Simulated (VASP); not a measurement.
**Results of a VASP single-point calculation on SrO (strained rocksalt)**

POSCAR

```
Sr O
 1.0000000000000000
    -0.0193491924750000    2.5798923271250001    2.5798923271248126
     2.5798923271250001   -0.0193491924750000    2.5798923271248126
     2.5605431347000001    2.5605431347000001    0.0000000000496251
 Sr  O
   1   1
Cartesian
  0.0000000000000000  0.0000000000000000  0.0000000000000000
  2.5605431346750001  2.5605431346750001  2.5798923271496257
```

The gap between bands v and c is 3.73 eV and the least direct gap is 3.82 eV.

Band v is the last that the valence electrons fill when counted band by band, and c is the next. Levels in eV from the top of v:

| point | v−1 | v | c | c+1 |
| --- | --- | --- | --- | --- |
| Γ | -0.02 | 0.00 | 4.56 | 6.64 |
| X | -0.11 | -0.11 | 3.73 | 8.42 |
| K | -0.62 | -0.50 | 5.30 | 8.39 |
| L | -1.17 | -1.12 | 7.06 | 8.99 |
| W | -0.46 | -0.45 | 6.51 | 6.51 |

Question: Which of these levels of theory gave these results?
A. LDA
B. HSE06
C. PBE0
D. PBE
E. PBE with spin–orbit coupling
F. PBEsol
G. r²SCAN

Answer: G.

The INCAR was:

```
PREC = Accurate
NBANDS = 15
NELM = 120
SIGMA = 0.01
LREAL = .FALSE.
IBRION = -1
ISIF = 2
ALGO = Normal
NSW = 0
ISMEAR = 0
LASPH = .TRUE.
LWAVE = .FALSE.
LCHARG = .FALSE.
ENCUT = 520
METAGGA = R2SCAN
EDIFF = 1E-7
```
